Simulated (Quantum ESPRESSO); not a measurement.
# CdS (Hawleyite): phonons at points of the zone under several settings

```
CELL_PARAMETERS angstrom
0.00000 2.91650 2.91650
2.91650 0.00000 2.91650
2.91650 2.91650 0.00000
ATOMIC_POSITIONS crystal
Cd 0.00000 0.00000 0.00000
S 0.75000 0.75000 0.75000
```

All runs used Quantum ESPRESSO 7.5; potentials GBRV 1.5 PBE; k mesh 6 × 6 × 6, shifted; relaxed cell; no spin polarisation; cutoff 612 eV; occupations smeared at first, fixed for the response.

| level | point | frequencies (cm⁻¹) |
| --- | --- | --- |
| PBE | Γ (0.000, 0.000, 0.000) | ? |
| PBE | L (0.500, 0.500, 0.500) | 42 42 130 234 234 281 |

Q: What stands in the row left open?

A: Frequencies 0 0 0 216 216 216 cm⁻¹.
